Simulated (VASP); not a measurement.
Runs of VASP 6.6.1 on NaI. It takes space group Fm-3m (No. 225, cubic). The conventional cell has a = 6.473 Å, b = 6.473 Å, c = 6.473 Å, α = 90.00°, β = 90.00°, γ = 90.00°. I (site symmetry m-3m) is surrounded by 6 Na at 3.24 Å. Around Na (site symmetry m-3m) lie 6 I at 3.24 Å. 

```tsv
task	level	cell	k mesh	cutoff (eV)	smearing	grid for exact exchange (PRECFOCK)	exchange at q = 0	mesh quality	gap on the mesh (eV)	pressure (GPa)
single point	PBE	as given	7 × 7 × 7	520	gaussian 0.016 eV	-	-	not flagged	3.64	0.4
band structure	B3LYP	as given	4 × 4 × 4	520	fermi-dirac 0.05 eV	Fast	truncated	coarse	5.07	0.9
single point	PBE	as given	7 × 7 × 7	520	gaussian 0.02 eV	-	-	not flagged	3.64	0.4
relaxation of cell and atoms	B3LYP	relaxed	4 × 4 × 4	600	fermi-dirac 0.05 eV	Normal	default	coarse	(a)	0.0
```

Alike in all rows: potentials or basis VASP PAW PBE potentials, release 64 (I, Na_pv); no spin polarisation.

Question: Fill in the values left out.

Answer: (a) 4.93.

Caveats: some runs use coarse meshes; spin-orbit coupling is left out, which moves the levels of the heavy elements; the PAW data sets were made with another functional, which shifts forces and pressure a little (some runs).

A k mesh can miss the band edges, and the runs leave out spin-orbit coupling on I.
